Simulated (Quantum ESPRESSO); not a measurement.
BAs under changes of volume

One of the cells (13.626 Å³/atom); the others are scaled copies at fixed shape and fractional positions:

```
As B
1.0
     0.00000    2.38850    2.38850
     2.38850    0.00000    2.38850
     2.38850    2.38850    0.00000
As B
1 1
Direct
  0.75000 0.75000 0.75000
  0.00000 0.00000 0.00000
```

| Property | Result |
| --- | --- |
| Program | Quantum ESPRESSO 7.5 |
| Functional | r2SCAN |
| Potentials or basis | SG15 PBE 1.2 |
| Cutoff | 952 eV |
| Density cutoff | 3810 eV |
| k mesh | 8 × 8 × 8 |
| Occupations | fermi-dirac, width 0.05 eV |
| Spin | no spin polarisation |

| volume (Å³/atom) | energy over the lowest point (meV/atom) | pressure (GPa) | gap on the mesh (eV) |
| --- | --- | --- | --- |
| 12.809 | 34.97 | 11.9 | 1.25 |
| 13.081 | 17.95 | 8.2 | 1.26 |
| 13.354 | ? | ? | ? |
| 13.626 | 0.99 | 2.0 | 1.30 |
| 13.899 | 0.00 | -0.7 | 1.31 |
| 14.171 | 3.37 | -3.2 | 1.33 |
| 14.444 | 10.68 | -5.4 | 1.35 |

Problem. What does the run at 13.354 Å³/atom give?

Solution. Energy over the lowest point 6.81 meV/atom; pressure 4.9 GPa; gap on the mesh 1.28 eV.

Worked out: A Birch-Murnaghan fit of order 3 (a polynomial in V^(-2/3)) to the other rows has its minimum at 13.82 Å³/atom with B0 = V·E''(V) = 134 GPa and B' = 4.1. It gives 6.79 meV/atom at 13.354 Å³/atom, against the run's 6.81, and -dE/dV = 4.9 GPa, against 4.9. A straight line through the other rows of the gap, of slope 0.836 eV per unit of ln V, gives 1.28 eV, against the run's 1.28.

Energies are extrapolated to zero smearing.

Caveats: the potentials were made for another functional, which shifts forces and pressure.

A mesh can miss the band edges. Spin-orbit coupling on As is left out.
